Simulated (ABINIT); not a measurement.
Wanted: an ASE script for an ABINIT 10.8.3 (patched build) run.

```
Task                : single point
Functional          : PBE
Potentials or basis : JTH PAW PBE v2.0
Cutoff              : 435 eV
k mesh              : 10 × 10 × 10
Occupations         : fermi-dirac, width 0.05 eV
Spin                : no spin polarisation
Fine-grid cutoff    : 870.764 eV
```

The system is Sb.

```
CELL_PARAMETERS angstrom
0.00000 2.37124 2.37124
2.37124 0.00000 2.37124
2.37124 2.37124 0.00000
ATOMIC_POSITIONS crystal
Sb 0.00000 0.00000 0.00000
```

This isn't the form of Sb at room conditions, which is rhombohedral.

These files were run (other wordings do the same):

run.py

```python
import json, os
import numpy as np
from ase.units import GPa
from ase.calculators.abinit import Abinit, AbinitProfile
from ase import Atoms

atoms = Atoms(['Sb'],
              cell=[[0.0, 2.3712425216, 2.3712425216], [2.3712425216, 0.0, 2.3712425216], [2.3712425216, 2.3712425216, 0.0]],
              scaled_positions=[[0.0, 0.0, 0.0]],
              pbc=True)

profile = AbinitProfile(command='abinit', pp_paths=[os.path.abspath('pseudos')])
params = dict(
    pps='pawxml', xc='PBE',
    ecut=435.3822,
    pawecutdg=870.7644,
    pawxcdev=0,
    kptopt=1,
    ngkpt=[10, 10, 10],
    nshiftk=1,
    shiftk=[0.0, 0.0, 0.0],
    ixc=11,
    nband=12,
    occopt=3,
    tsmear=0.05,
    nstep=100,
    tolvrs=1e-09,
    prtwf=0,
    prtden=0,
)

atoms.calc = Abinit(profile=profile, directory='run', **params)
energy = atoms.get_potential_energy()
forces = atoms.get_forces()
stress = atoms.get_stress()
print(f'energy {energy:.6f} eV')
print('forces (eV/A)')
print(np.round(forces, 5))
print('stress (GPa, Voigt, tension positive)', np.round(stress / GPa, 4))
json.dump(dict(energy=energy, forces=forces.tolist(), stress=stress.tolist(), cell=atoms.cell.tolist(), frac=atoms.get_scaled_positions(wrap=False).tolist()), open('results.json', 'w'))
```

Potentials or basis: JTH PAW PBE v2.0.

Run with:

```console
$ python run.py
```

It gave:

```yaml
Pressure: 1.7 GPa
Band_gap_on_the_k_mesh: none (metal or under the smearing width)
Valence_electrons_inside_the_program's_atomic_spheres: Sb 12.35 (radii [1.2705] Å)
```

Wall time 9.3 s on 1 thread of Arm Neoverse V1, on a shared host, peak memory 0.09 GiB.
